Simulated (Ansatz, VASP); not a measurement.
## One calculation of C, two programs

INCAR

```
PREC = Accurate ; ENCUT = 520
EDIFF = 1E-7 ; ISMEAR = 0
SIGMA = 0.05 ; LREAL = F
LASPH = T ; NELM = 80
ALGO = Normal ; ISIF = 2
LWAVE = F ; LCHARG = F
GGA = PE ; NBANDS = 11
```

Contents of KPOINTS:

```
regular mesh
0
Gamma
  12 12 12
```

Contents of POSCAR:

```
C
1.0
    0.0000000000      1.7410940939      1.7857375322
    1.7410940939      0.0000000000      1.7857375322
    1.7410940939      1.7410940939      0.0000000000
C
2
Direct
    0.5000000000      0.5000000000      0.5000000000
    0.7500000000      0.7500000000      0.7500000000
```

Input for Ansatz:

```yaml
crystal:
  lattice:
    - [0.0, 1.7410940939, 1.7857375322]
    - [1.7410940939, 0.0, 1.7857375322]
    - [1.7410940939, 1.7410940939, 0.0]
  atoms:
    - { symbol: C, position: [0.5, 0.5, 0.5] }
    - { symbol: C, position: [0.75, 0.75, 0.75] }
basis:
  ecutwfc: 420
kpoints:
  mp_grid: { grid: [12, 12, 12] }
hamiltonian:
  xc: pbe
scf:
  occupations: { method: gaussian, width: 0.05 }
output:
  forces: true
  stress: true
  eigenvalues: true
```

Change from the starting cell: strain -0.025 along x and y, +0.000 along z, atoms carried along.

Alike in both runs: task single point; functional PBE; k mesh 12 × 12 × 12; occupations gaussian, width 0.05 eV; no spin polarisation.

|  | VASP | Ansatz |
| --- | --- | --- |
| version | VASP 6.6.1 | Ansatz 0.2.0 |
| potentials or method | VASP PAW PBE potentials, release 64 (C) | scalar-relativistic, plane waves, PAW |
| plane-wave cutoff (eV) | 520 | 420 |
| valence electrons in the cell | 8 | 8 |

VASP gave:

* gap on the k mesh at the Fermi level (eV): 3.93
* least direct gap on the mesh (eV): 5.48
* pressure (GPa): 25.0
* largest component of the traceless stress (GPa): 16.92

Question: Which values does Ansatz return?

Answer: gap on the k mesh at the Fermi level (eV): 3.94; least direct gap on the mesh (eV): 5.49; pressure (GPa): 24.1; largest component of the traceless stress (GPa): 16.93.

Caveats: so large a pressure means that the cell lies far from this level's equilibrium, or that cutoff or potentials fall short (VASP).
